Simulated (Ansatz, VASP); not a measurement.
S in VASP and in Ansatz

Contents of INCAR:

```
PREC = Accurate
ENCUT = 520
EDIFF = 1E-7
ISMEAR = -1
SIGMA = 0.05
LREAL = F
LASPH = T
NELM = 60
ALGO = Normal
ISIF = 2
LWAVE = F
LCHARG = F
GGA = PS
NBANDS = 13
```

Contents of KPOINTS:

```
regular mesh
0
Gamma
  13 13 13
```

File POSCAR:

```
S
1.0
    0.0000000000      2.6803411858      2.6803411858
    2.6803411858      0.0000000000      2.6803411858
    2.6803411858      2.6803411858      0.0000000000
S
2
Direct
   -0.1250000000     -0.1250000000     -0.1250000000
    0.1250000000      0.1250000000      0.1250000000
```

Input for Ansatz:

```yaml
crystal:
  lattice:
    - [0.0, 2.6803411858, 2.6803411858]
    - [2.6803411858, 0.0, 2.6803411858]
    - [2.6803411858, 2.6803411858, 0.0]
  atoms:
    - { symbol: S, position: [-0.125, -0.125, -0.125] }
    - { symbol: S, position: [0.125, 0.125, 0.125] }
kpoints:
  mp_grid: { grid: [13, 13, 13] }
scf:
  occupations: { method: fermi_dirac, width: 0.05 }
hamiltonian:
  xc: pbesol
  pseudopotentials: { kind: all_electron, lapw: { basis_error: 0.001 } }
output:
  forces: true
  stress: true
  eigenvalues: true
  populations: true
```

Change from the starting cell: volume scaled by 0.84, LAPW.

Alike in both runs: task single point; functional PBEsol; k mesh 13 × 13 × 13; occupations fermi-dirac, width 0.05 eV; no spin polarisation.

|  | VASP | Ansatz |
| --- | --- | --- |
| version | VASP 6.6.1 | Ansatz 0.2.0 |
| potentials or method | VASP PAW PBE potentials, release 64 (S) | all-electron LAPW, scalar-relativistic |
| plane-wave cutoff (eV) | 520 | see its input |

|  | VASP | Ansatz | Ansatz less VASP |
| --- | --- | --- | --- |
| pressure (GPa) | 11.4 | 11.3 | -0.11 |

Ansatz ran all-electron here, so the differences hold the error of VASP's frozen core and of both bases.

Caveats: the PAW data sets were made with another functional, which shifts forces and pressure a little (VASP).
